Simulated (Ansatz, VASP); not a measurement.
LiCl in VASP and in Ansatz

```
CELL_PARAMETERS angstrom
0.00000 2.57570 2.57570
2.57570 0.00000 2.57570
2.57570 2.57570 0.00000
ATOMIC_POSITIONS crystal
Li 0.00000 0.00000 0.00000
Cl 0.50000 0.50000 0.50000
```

Alike in both runs: functional PBE; k mesh 8 × 8 × 8; occupations gaussian, width 0.02 eV; no spin polarisation.

Ansatz relaxed the structure, and its values are those at the end. VASP's run is a single point on that final structure, the one shown.

|  | VASP | Ansatz |
| --- | --- | --- |
| version | VASP 6.6.1 | Ansatz 0.2.0 |
| potentials or method | VASP PAW PBE potentials, release 64 (Li_sv, Cl) | scalar-relativistic, plane waves, PAW |
| plane-wave cutoff (eV) | 520 | 420 |
| valence electrons in the cell | 10 | 10 |

VASP gave:

| Property | Result |
| --- | --- |
| gap on the k mesh at the Fermi level (eV) | 6.27 |
| least direct gap on the mesh (eV) | 6.27 |

Question: What did Ansatz give for the same quantities?

Answer: gap on the k mesh at the Fermi level (eV): 6.26; least direct gap on the mesh (eV): 6.26.

 A k mesh can miss the band edges. A hybrid or GW would open this gap; PBE tends to underestimate it.
